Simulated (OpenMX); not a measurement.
Runs of OpenMX 3.8.5 on Pb. It takes space group Fm-3m (No. 225, cubic). Conventional cell: a = 4.950 Å, b = 4.950 Å, c = 4.950 Å, α = 90.00°, β = 90.00°, γ = 90.00°. Around Pb (site symmetry m-3m) lie 12 Pb at 3.50 Å. 

```tsv
task	level	potentials or basis	max SCF cycles	grid points, held for all volumes	pressure (GPa)	V0 of scaled cells (Å³/atom)	B0 (GPa)
band structure	LDA	OpenMX 2013 PBE set, Pb8.0-s3p2d2f1, grid cutoff 500 Ry	100	-	-1.9	-	-
equation of state	LDA	OpenMX 2013 LDA set, Pb10.0-s3p2d2f1, fixed grid of 40 × 40 × 40 points	-	40 × 40 × 40	-	(a)	(b)
band structure	LDA	OpenMX 2013 LDA set, Pb8.0-s3p2d2f1, grid cutoff 500 Ry	100	-	-1.9	-	-
equation of state	LDA	OpenMX 2013 LDA set, Pb8.0-s3p2d2f1, fixed grid of 40 × 40 × 40 points	-	40 × 40 × 40	-	29.20	55
band structure	PBE	OpenMX 2013 PBE set, Pb8.0-s3p2d2f2, grid cutoff 500 Ry	100	-	2.4	-	-
```

Alike in all rows: no spin polarisation; cell as given; k mesh 9 × 9 × 9; smearing fermi-dirac 0.05 eV.

Task: Fill in the values left out.

Result: (a) 29.02; (b) 56.

Caveats: the basis of atomic orbitals isn't converged, which shifts pressures, moduli and gaps; the basis has few d functions beyond the semicore shells, which can make volumes several per cent too large (some runs); volumes in these bases differ from converged ones by about 1 %, for some elements by several (some runs); the potentials were made for another functional, which shifts forces and pressure (some runs).

Not every run made on this cell is shown here.
